**Why the PBE gap falls short, and where it doesn't**

An electron added to a crystal doesn't keep its charge to itself. The other electrons shift around it and reduce its long-range field by a factor $\varepsilon$, the electronic dielectric constant, which is the square of the refractive index for light whose frequency lies well above the lattice vibrations and well below the gap. If the part of the gap that PBE lacks comes from exchange, and exchange acts through that reduced field, the missing part should scale as $1/\varepsilon$. A strongly screening crystal should then lose little of its gap and a weakly screening one a lot.

PBE band gaps of crystals relaxed with the same functional, computed with Ansatz 0.2.0 (plane-wave PAW, scalar-relativistic without spin-orbit coupling, no spin polarisation, 420 eV cutoff, Gamma-centred k meshes). The band edges are sought over the whole zone, not only on the mesh. Where several measured gaps were found, the one nearest their median is listed.

```csv
formula,structure,k mesh,band gap (eV),gap kind,measured gap (eV),range of the values found,method and sample,source,"band gap, less measured (eV)"
Bi2Te3,R-3m,12×12×12,0.547,direct,0.175,one value,"Landau level spectroscopy, direct, film",arXiv:2312.07402 (2023),0.37
PbTe,Fm-3m,8×8×8,0.831,direct,0.31,0.19 to 0.32,"earlier experiment, direct, bulk crystal",arXiv:1911.05387 (2019),0.52
P,Cmce,12×12×8,0.131,direct,0.33,0.28 to 0.33,"FTIR spectroscopy, direct, bulk crystal",pmc:9106664 (2022),-0.20
SnSe,Pnma,4×6×6,0.619,indirect,0.89,0.8 to 0.99,"optical absorption, indirect, bulk crystal",arXiv:2409.17412 (2024),-0.27
WSe2,P6_3/mmc,12×12×2,1.470,indirect,1.3,one value,"time-resolved ARPES, indirect, bulk crystal",pmc:6684652 (2019),0.17
CdTe,F-43m,10×10×10,0.587,direct,1.48,1.32 to 1.57,"UV-vis diffuse reflectance, direct, film",pmc:7177234 (2020),-0.89
BAs,F-43m,10×10×10,1.204,indirect,1.835,1.82 to 2.02,"UV-Vis transmission, indirect, bulk crystal",arXiv:2307.05371 (2023),-0.63
CdS,F-43m,8×8×8,1.042,direct,2.38,2.38 to 2.39,"UV-Vis transmittance, direct, film",pmc:9148045 (2022),-1.34
SiC,F-43m,10×10×10,1.373,indirect,2.4,one value,"not stated, indirect, bulk crystal",pmc:7200658 (2020),-1.03
ZnSe,F-43m,8×8×8,1.154,direct,2.6,2.59 to 2.64,"optical absorption spectroscopy, direct, film",pmc:8624428 (2021),-1.45
GaN,F-43m,10×10×10,1.541,direct,3.23,one value,"spectroscopic ellipsometry (steady-state, excitonic, film",arXiv:2206.02223 (2022),-1.69
Ga2O3,C2/m,10×10×6,2.008,indirect,4.52,4.52 to 4.85,"polarised optical absorption, not stated, bulk crystal",arXiv:1511.02601 (2015),-2.51
HfO2,P2_1/c,6×6×6,4.041,indirect,5.54,one value,"optical measurement quoted from earlier , indirect, bulk crystal",arXiv:2112.02602 (2021),-1.50
Al2O3,R-3c,6×6×6,5.851,direct,8.7,one value,"optical absorption, not stated, bulk crystal",pmc:5906618 (2018),-2.85
```

Let $D$ be the shortfall: the measured gap less the PBE gap, which is the last column with its sign turned. It broadly grows down the table, from 0.20 eV in phosphorus to 2.85 eV in Al2O3, but not in step with the gap. CdS and SiC have almost the same measured gap, yet CdS falls 0.3 eV further short. Three crystals, Bi2Te3, PbTe and WSe2, even come out too wide.

**Where the missing piece comes from**

A gap is the cost of removing an electron from the crystal less the energy gained by adding one. In exact Kohn-Sham theory the potential jumps by a constant when the electron count passes that of the filled bands, and this jump belongs to the gap though no band energy shows it. PBE builds its potential from the density and its gradient at each point, so it has no such jump. Its band gap therefore tends to be too small even where its density is good.

The size of the missing piece can be argued in three steps. Full, unscreened exchange, as in Hartree-Fock theory, would widen the PBE gap by some large amount $A$. The crystal's electrons weaken that exchange by roughly $\varepsilon$. If $A$ is taken to be alike in all crystals, which is the crude step, then

$$D \approx \frac{A}{\varepsilon}.$$

The two limits show what this means. For very large $\varepsilon$, close to a metal, the exchange shortfall fades away and whatever else is wrong with the calculation comes to the front. For $\varepsilon$ near 1 the whole of $A$ would be missing. No crystal here comes near that second limit, the lowest $\varepsilon$ being about 3, so $A$ is a working constant and not a measured exchange energy.

**The estimate, worked for one pair**

The constant was fitted to ten crystals, with values of $\varepsilon$ that are rough, recalled to two figures and not computed here. It came out as $A = 8.0$ eV; the printed output after this text gives the details. SiC has $\varepsilon \approx 6.5$, so $D \approx 8.0/6.5 = 1.2$ eV. Added to the PBE gap of 1.37 eV this makes 2.6 eV, against 2.4 eV measured.

CdS screens less, with $\varepsilon \approx 5.3$, and $8.0/5.3$ gives a shortfall of 1.5 eV. The rule thus puts CdS 0.3 eV further short than SiC, as the table has it. Both crystals were part of the fit, and the rule overstates each shortfall by about 0.2 eV, an error that drops out of the difference. The pair fits the idea that two equal gaps have unequal errors when the screening differs. It can't single out screening as the cause, because cadmium also has a shallow d shell, which is taken up below.

**How far the rule carries**

Over the ten crystals the typical miss is 0.23 eV. The simplest other rule, a shortfall that is a fixed share of the measured gap, also has one constant and misses by 0.44 eV. For these crystals $1/\varepsilon$ is therefore a better guide to the size of the shortfall than a fixed share of the gap. That supports the exchange argument without proving it, because $\varepsilon$ itself tends to fall as gaps widen.

The constant $A$ is not truly constant. GaN and CdS have the same $\varepsilon$ to two figures, yet GaN falls short by 1.69 eV and CdS by 1.34 eV. A fair guess is that unscreened exchange counts for more in the compact orbitals of nitrogen than in the wider ones of sulfur, but no run here tests it.

The constant also absorbs effects that are not exchange. In most crystals the motion of the atoms, which the calculation leaves out, lowers the measured gap, and the GaN value is an excitonic one, slightly below the gap for free carriers. PBE also tends to stretch a lattice, which lowers the gap of crystals like CdTe and GaN. For someone who wants to correct a PBE gap, $8/\varepsilon$ is good to a few tenths of an eV, and only for crystals of the kind fitted. In SnSe the miss is nearly as large as the shortfall itself.

**Shallow d shells**

CdTe, CdS, ZnSe, GaN and Ga2O3 keep less than half of their measured gap, while the other five fitted crystals keep more than half. Each of the five low ones has a cation with a filled d shell below the valence band, nearer to it in zinc and cadmium than in gallium. PBE is known to place such shells too high, where they push up the valence edge and narrow the gap. The push should be weaker for the deeper shell of gallium. After screening is accounted for, these crystals still fall short by 0.17 eV more than the others on average, which has the expected sign but is less than the typical miss. They also have their conduction edge at the zone centre, as only Al2O3 does among the other five, so the d shell need not be the whole reason.

Among the fitted crystals, Ga2O3 and HfO2 are the pair that the rule handles worst. Ga2O3 has the narrower measured gap but falls 1.0 eV further short, and screening accounts for only 0.4 eV of that. The d shell of gallium may supply part of the rest. The conduction edge also differs in kind, being made of empty d states in HfO2 and largely of cation s states in Ga2O3, but the table can't divide the remainder between these causes.

**The tellurides: when screening shrinks the exchange error**

Bi2Te3 and PbTe lie near the first limit. Their $\varepsilon$ is some tens, so the exchange shortfall should be only about 0.2 eV. The calculation also lacks spin-orbit coupling, which is strong in bismuth, lead and tellurium and narrows the gap of PbTe by more than that. With the narrowing left out, PbTe comes out at 0.83 eV against 0.31 eV measured.

Bi2Te3 is a harder case, because spin-orbit coupling is known to exchange the characters of the two band edges at the zone centre. The gap computed here belongs to the order before that exchange, so its excess of 0.37 eV compares two different things. Its weakly bound layers have also relaxed too far apart, a fault of PBE that the next section takes up. Neither crystal was used in the fit, and no run with spin-orbit coupling is at hand to put a number on the effect.

CdTe shows the other side of the balance. It contains tellurium too, but it screens far less than PbTe, and the exchange error wins: the gap is 0.89 eV too small. Spin-orbit coupling would raise its valence edge by roughly 0.3 eV and make the shortfall about 1.2 eV. The plain comparison thus flatters PBE.

**The layered crystals: a different geometry**

In WSe2 and black phosphorus, the layers are held together largely by dispersion forces, which PBE lacks. The relaxed layers of WSe2 stand about 17 % further apart than in the real crystal, and those of phosphorus by a little under a tenth. Both were left out of the fit for this reason.

Contact between layers spreads the band edges and narrows the gap, so pulling the layers apart opens it. In WSe2 the smallest direct gap lies less than a tenth of an eV above the indirect one of 1.47 eV, as befits nearly separate layers. Missing spin-orbit coupling at the valence edge widens the gap further. An excess of only 0.17 eV over the measured value is thus what remains after errors of opposite sign, and the small shortfall of phosphorus should be read with the same caution.

**Beside a hybrid functional**

The same crystals treated with a hybrid functional would err in another pattern. In its simplest form, such as PBE0, it mixes in a fixed share of exact exchange, which amounts to assuming one value of $\varepsilon$ for every crystal. By the argument above, it should add too much to the gap where screening is strong and too little where it is weak. PBE, with no exact exchange at all, leaves the full $1/\varepsilon$ trend in view.

The analysis program printed:

```
fit of short on 10 rows (keep > 0): coefficient of inveps 8.022 +/- 0.39; rms 0.231, worst HfO2 0.324, leave-one-out rms 0.265
  rows outside the fit (model, value, miss): Bi2Te3 0.1604, -0.372, 0.532; PbTe 0.2431, -0.521, 0.764; P 0.6685, 0.199, 0.469; WSe2 0.6171, -0.17, 0.787
fit of short on 10 rows (keep > 0): coefficient of measured 0.3834 +/- 0.037; rms 0.441, worst Ga2O3 -0.779, leave-one-out rms 0.548
  rows outside the fit (model, value, miss): Bi2Te3 0.0671, -0.372, 0.439; PbTe 0.1189, -0.521, 0.64; P 0.1265, 0.199, -0.0725; WSe2 0.4985, -0.17, 0.668
Shortfall and screening:
     row  shortfall eV  PBE over measured  eps recalled  A/eps eV  A/eps less shortfall eV
  Bi2Te3        -0.372              3.126            50    0.1604                   0.5324
    PbTe        -0.521              2.681            33    0.2431                   0.7641
       P         0.199              0.397            12    0.6685                   0.4695
    SnSe         0.271             0.6955            15    0.5348                   0.2638
    WSe2         -0.17              1.131            13    0.6171                   0.7871
    CdTe         0.893             0.3966           7.1      1.13                   0.2368
     BAs         0.631             0.6561           9.6    0.8356                   0.2046
     CdS         1.338             0.4378           5.3     1.514                   0.1755
     SiC         1.027             0.5721           6.5     1.234                   0.2071
    ZnSe         1.446             0.4438           5.9      1.36                  -0.0864
     GaN         1.689             0.4771           5.3     1.514                  -0.1755
   Ga2O3         2.512             0.4442           3.6     2.228                  -0.2838
    HfO2         1.499             0.7294           4.4     1.823                   0.3241
   Al2O3         2.849             0.6725           3.1     2.588                  -0.2614
CdS shortfall less SiC shortfall, eV: 0.311
the same difference from A/eps, eV: 0.2794
Ga2O3 shortfall less HfO2 shortfall, eV: 1.013
the same difference from A/eps, eV: 0.4051
mean extra shortfall of d-shell rows against other fitted rows, eV: 0.1743
CdTe shortfall with a spin-orbit lift of about 0.3 eV added, eV: 1.193
P layer spacing above the recalled 5.2 A, percent: 8.523
WSe2 layer spacing above the recalled 6.5 A, percent: 17.37
```
